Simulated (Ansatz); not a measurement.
# SiO2: the band gap up the ladder of functionals

One table from this session's results is given with a row withheld; the runs are named, their logs left out.

The runs shown are made with Ansatz 0.2.0. PAW datasets, plane waves. Values at 0 K without nuclear motion; spin polarisation is off, and the phase may be a hypothetical one.

### The cell

The cell was relaxed beforehand with r2SCAN.

The sheet's in-plane cell has a = 2.599 Å, b = 2.599 Å (γ = 120.0°), and its outermost atoms lie 2.14 Å apart along the normal. Around Si lie 6 O at 1.84 Å; around O lie 3 Si at 1.84 Å.

The structure in full:

```cif
data_structure
_symmetry_space_group_name_H-M 'P 1'
_symmetry_Int_Tables_number 1
_cell_length_a 2.5990
_cell_length_b 2.5990
_cell_length_c 28.1291
_cell_angle_alpha 90.000
_cell_angle_beta 90.000
_cell_angle_gamma 120.000
_cell_volume 164.55
loop_
_atom_site_label
_atom_site_type_symbol
_atom_site_fract_x
_atom_site_fract_y
_atom_site_fract_z
_atom_site_occupancy
Si1 Si 0.33333 0.66667 0.31995 1
O1 O 0.66667 0.33333 0.35799 1
O2 O 0.66667 0.33333 0.28192 1
```
Periodic in the plane only; c spans the vacuum.

The first run:

Input file input.yaml:

```yaml
crystal:
  lattice:
    - [2.5989675079, 0.0, 0.0]
    - [-1.2994837539, 2.2507718854, 0.0]
    - [0.0, 0.0, 28.1290830376]
  atoms:
    - { symbol: Si, position: [0.3333333333, 0.6666666667, 0.3199535508] }
    - { symbol: O, position: [0.6666666667, 0.3333333333, 0.3579920144] }
    - { symbol: O, position: [0.6666666667, 0.3333333333, 0.2819150873] }
  periodic: [true, true, false]
kpoints:
  mp_grid: { grid: [12, 12, 1] }
  band_path:
    path:
      - [0, 0, 0]
      - [0.5, 0, 0]
      - [0.3333333333333, 0.3333333333333, 0]
      - [0, 0, 0]
    npoints: 10
hamiltonian:
  xc: pbe
scf:
  occupations: { method: fermi_dirac, width: 0.02 }
  n_extra_bands: 4
output:
  forces: true
  stress: true
  eigenvalues: true
```

Launch:

```bash
> ansatz run input.yaml --threads 2 --pin off --max-ram 18432MiB --backend cpu --events-out ev --progress --plain --runs-dir out
```

Among the steps run: Band structure with PBE; r2SCAN; HSE06; Single point with PBE0; LDA at the same geometry; r2SCANh; LC-ωPBE.

One table of the session follows, with a row left open; its other results are not shown here.

| level | gap (eV) |
| --- | --- |
| PBE | 3.51 |
| r2SCAN | 4.27 |
| HSE06 | 5.34 |
| PBE0 | 6.11 |
| LDA | 3.45 |
| r2SCANh | ? |
| LC-ωPBE | 11.16 |

Estimate the missing values for r2SCANh.

As computed: gap (eV): 5.20. In the column «gap (eV)» it lies between r2SCAN (4.27) and HSE06 (5.34).

Meshes: PBE 12×12×1, r2SCAN 12×12×1, HSE06 9×9×1, PBE0 9×9×1, LDA 12×12×1, r2SCANh 9×9×1, LC-ωPBE 9×9×1.

LDA gives the least gap, 3.45 eV, and LC-ωPBE the largest, 11.16 eV. PBE reaches 66 % of the HSE06 value, and r2SCAN 80 %. PBE0 lies 0.76 eV above HSE06, which differs from it by screening the long-range exchange.

To keep in mind: Warnings in the runs' records: stress exchange threshold loose, stress scf threshold loose, xc potential rough in thin density.
